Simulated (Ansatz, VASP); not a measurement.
**One calculation of Zn, two programs**

```
Zn
1.0
     0.00000    1.95159    1.95159
     1.95159    0.00000    1.95159
     1.95159    1.95159    0.00000
Zn
1
Direct
  0.00000 0.00000 0.00000
```

Change from the starting cell: volume scaled by 0.98.

Alike in both runs: task single point; functional PBE; k mesh 12 × 12 × 12; occupations fermi-dirac, width 0.05 eV; no spin polarisation.

|  | VASP | Ansatz |
| --- | --- | --- |
| version | VASP 6.6.1 | Ansatz 0.2.0 |
| potentials or method | VASP PAW PBE potentials, release 64 (Zn) | Ansatz PAW |
| plane-wave cutoff (eV) | 520 | 420 |
| valence electrons in the cell | 12 | 12 |

```tsv
	VASP	Ansatz	Ansatz less VASP
gap on the k mesh at the Fermi level (eV)	none	none	-
pressure (GPa)	1.6	1.3	-0.35
```

A gap of «none» marks a metal or a gap that the smearing closes. The functional is the same, so the differences come from potentials, cutoffs and numerics.
